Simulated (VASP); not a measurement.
## GaAs: band structure with PW91

**What was measured.**

“Evidence of valence band perturbations in GaAsN/GaAs(001): A combined variable-angle spectroscopic ellipsometry and modulated photoreflectance investigation”, 2008, arxiv:0805.2212 reports, for a bulk crystal of GaAs at 300 K: band gap 1.418 ± 0.005 eV (direct).

The system is GaAs.

```
As Ga
1.0
     0.00000    2.82685    2.82685
     2.82685    0.00000    2.82685
     2.82685    2.82685    0.00000
As Ga
1 1
Direct
  0.75000 0.75000 0.75000
  0.00000 0.00000 0.00000
```

```
Program                : VASP 6.6.1
Task                   : band structure
Functional             : PW91
Potentials or basis    : VASP PAW PBE potentials, release 64 (As, Ga_d)
Cutoff                 : 520 eV
k mesh                 : 8 × 8 × 8
Occupations            : fermi-dirac, width 0.05 eV
Spin                   : no spin polarisation
Further INCAR settings : ALGO = Normal; EDIFF = 1e-07
```

```yaml
Band_gap_on_the_k_mesh: 0.51 eV, direct
Band_gap_along_the_path: 0.51 eV, direct
```

Levels at the corners of the path, in eV from the valence-band top:
| point | band 5 | band 6 | band 7 | band 8 | band 9 | band 10 | band 11 | band 12 | band 13 |
| --- | --- | --- | --- | --- | --- | --- | --- | --- | --- |
| Γ | -14.77 | -12.72 | 0.00 | 0.00 | 0.00 | 0.51 | 3.73 | 3.73 | 3.73 |
| X | -14.76 | -10.22 | -6.82 | -2.68 | -2.68 | 1.46 | 1.65 | 10.15 | 10.15 |
| X | -14.76 | -10.22 | -6.82 | -2.68 | -2.68 | 1.46 | 1.65 | 10.15 | 10.15 |
| W | -14.77 | -10.16 | -6.64 | -3.53 | -3.34 | 4.61 | 4.72 | 5.40 | 6.03 |
| W | -14.77 | -10.16 | -6.64 | -3.53 | -3.34 | 4.61 | 4.72 | 5.40 | 6.03 |
| K | -14.76 | -10.25 | -6.63 | -3.86 | -2.26 | 1.96 | 4.63 | 7.94 | 8.05 |
| K | -14.76 | -10.25 | -6.63 | -3.86 | -2.26 | 1.96 | 4.63 | 7.94 | 8.05 |
| Γ | -14.77 | -12.72 | 0.00 | 0.00 | 0.00 | 0.51 | 3.73 | 3.73 | 3.73 |
| Γ | -14.77 | -12.72 | 0.00 | 0.00 | 0.00 | 0.51 | 3.73 | 3.73 | 3.73 |
| L | -14.77 | -10.96 | -6.64 | -1.14 | -1.14 | 0.99 | 4.63 | 4.63 | 7.74 |
| L | -14.77 | -10.96 | -6.64 | -1.14 | -1.14 | 0.99 | 4.63 | 4.63 | 7.74 |
| U | -14.76 | -10.25 | -6.63 | -3.86 | -2.26 | 1.96 | 4.63 | 7.94 | 8.05 |
| U | -14.76 | -10.25 | -6.63 | -3.86 | -2.26 | 1.96 | 4.63 | 7.94 | 8.05 |
| W | -14.77 | -10.16 | -6.64 | -3.53 | -3.34 | 4.61 | 4.72 | 5.40 | 6.03 |
| W | -14.77 | -10.16 | -6.64 | -3.53 | -3.34 | 4.61 | 4.72 | 5.40 | 6.03 |
| L | -14.77 | -10.96 | -6.64 | -1.14 | -1.14 | 0.99 | 4.63 | 4.63 | 7.74 |
| L | -14.77 | -10.96 | -6.64 | -1.14 | -1.14 | 0.99 | 4.63 | 4.63 | 7.74 |
| K | -14.76 | -10.25 | -6.63 | -3.86 | -2.26 | 1.96 | 4.63 | 7.94 | 8.05 |
| U | -14.76 | -10.25 | -6.63 | -3.86 | -2.26 | 1.96 | 4.63 | 7.94 | 8.05 |
| X | -14.76 | -10.22 | -6.82 | -2.68 | -2.68 | 1.46 | 1.65 | 10.15 | 10.15 |

It took 60 s on 1 thread of AMD EPYC 7R13 Processor (Zen 3) (shared host), peak memory 0.23 GiB.

Measured gap of GaAs: 1.418 eV (direct; 300 K; “Evidence of valence band perturbations in GaAsN/GaAs(001): A combined variable-angle spectroscopic ellipsometry and modulated photoreflectance investigation”, 2008, arxiv:0805.2212). This calculation gives 0.51 eV (-0.91 eV). 3 values of this kind are on record (1.412 to 1.51 eV); this one was drawn at random among those near their median, those with a stated uncertainty first. Spin-orbit coupling on As, Ga is left out. The value is that of PW91, without temperature or zero-point motion. Semilocal functionals fall short of measured gaps as a rule.

Caveat: the log is that of the step along the path at fixed density, whose energy, stress, charges and moments have no meaning.
